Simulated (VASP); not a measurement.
Something may be wrong with this VASP 6.6.1 calculation of Cs.

Contents of INCAR:

```
SYSTEM = Cs
ALGO     = Normal         ! electronic algorithm
DIPOL    = 0.5 0.5 0.500
EDIFF    = 1E-6           ! SCF threshold, eV
EFIELD   = -0.3         
ENCUT    = 520            ! plane-wave cutoff, eV
GGA      = PE             ! functional
IDIPOL   = 3            
ISIF     = 2              ! what is computed and relaxed
ISMEAR   = -1             ! smearing method
LASPH    = .TRUE.         ! aspherical terms in the spheres
LCHARG   = .FALSE.        ! write CHGCAR
LDIPOL   = .TRUE.       
LREAL    = .FALSE.        ! projectors in reciprocal space
LVACPOTAV= .TRUE.       
LVHAR    = .TRUE.       
LWAVE    = .FALSE.        ! write WAVECAR
NELM     = 92             ! most SCF steps
PREC     = Accurate       ! precision mode
SIGMA    = 0.05           ! smearing width, eV
```

File KPOINTS:

```
k-points
0
G
  1 1 1
  0 0 0
```

POSCAR

```
Cs
1.0
    5.2351235659      0.0000000000      0.0000000000
   -1.7450411886      4.9357218317      0.0000000000
    0.0000000000      0.0000000000     23.5489209845
Cs
3
Direct
    0.5000000000      0.5000000000      0.3184859300
    0.0000000000      0.0000000000      0.5000000000
    0.5000000000      0.5000000000      0.6815140700
```

Potentials or basis: VASP PAW PBE potentials, release 64 (Cs_sv).

Launch:

```console
$ cat potpaw_PBE.64/Cs_sv/POTCAR > POTCAR
$ mpirun -np 1 vasp_std > vasp.out
```

OUTCAR:

```text
SYSTEM = Cs
   EDIFF = 1E-6
   ENCUT = 520
   GGA = PE
   ISIF = 2
   ISMEAR = -1
   LASPH = .TRUE.
   LREAL = .FALSE.
   NELM = 92
   PREC = Accurate

 ion  position               nearest neighbor table
   1  0.500  0.500  0.318-
   2  0.000  0.000  0.500-
   3  0.500  0.500  0.682-

  LATTYP: Found a base centered orthorhombic cell.
 ALAT       =     6.0450000000
 B/A-ratio  =     1.4142135624
 C/A-ratio  =     3.8956031405
[... 175 lines left out ...]

  FORCE on cell =-STRESS in cart. coord.  units (eV):
  Direction    XX          YY          ZZ          XY          YZ          ZX
  --------------------------------------------------------------------------------------
  -------------------------------------------------------------------------------------
  Total        0.6668535      0.3326616     -0.6130843     -0.4726186      0.0000000      0.0000000
  in kB        1.7558701      0.8759205     -1.6142921     -1.2444367      0.0000000      0.0000000
  external PRESSURE =       0.3391661 kB  Pullay stress =       0.0000000 kB

 VOLUME and BASIS-vectors are now :
 -----------------------------------------------------------------------------
  energy-cutoff  :      520.00
  volume of cell :      608.48
      direct lattice vectors                 reciprocal lattice vectors
     5.235123566  0.000000000  0.000000000     0.191017459  0.067534870  0.000000000
    -1.745041189  4.935721832  0.000000000     0.000000000  0.202604611  0.000000000
     0.000000000  0.000000000 23.548920985     0.000000000  0.000000000  0.042464791

 POSITION                                       TOTAL-FORCE (eV/Angst)
 -----------------------------------------------------------------------------------
      1.74504      2.46786      7.50000         0.000000      0.000000      0.052062
      0.00000      0.00000     11.77446         0.000000      0.000000      0.006951
      1.74504      2.46786     16.04892        -0.000000      0.000000     -0.059013
 -----------------------------------------------------------------------------------
    total drift:                               -0.000000     -0.000000      0.000032

  FREE ENERGIE OF THE ION-ELECTRON SYSTEM (eV)
  ---------------------------------------------------
  free  energy   TOTEN  =        -4.4623616675 eV

  energy  without entropy=       -4.3929440034  energy(sigma->0) =       -4.42765284
```

On the terminal:

```text
POSCAR found type information on POSCAR Cs
[... 39 lines left out ...]
 -----------------------------------------------------------------------------
```

Question: Diagnose the run.

Answer: The run converged. The input holds a flaw that was put in on purpose: one k point for a small cell (k = 1 × 1 × 1). The program doesn't stop on it, so the numbers can't be trusted though the run ends normally.
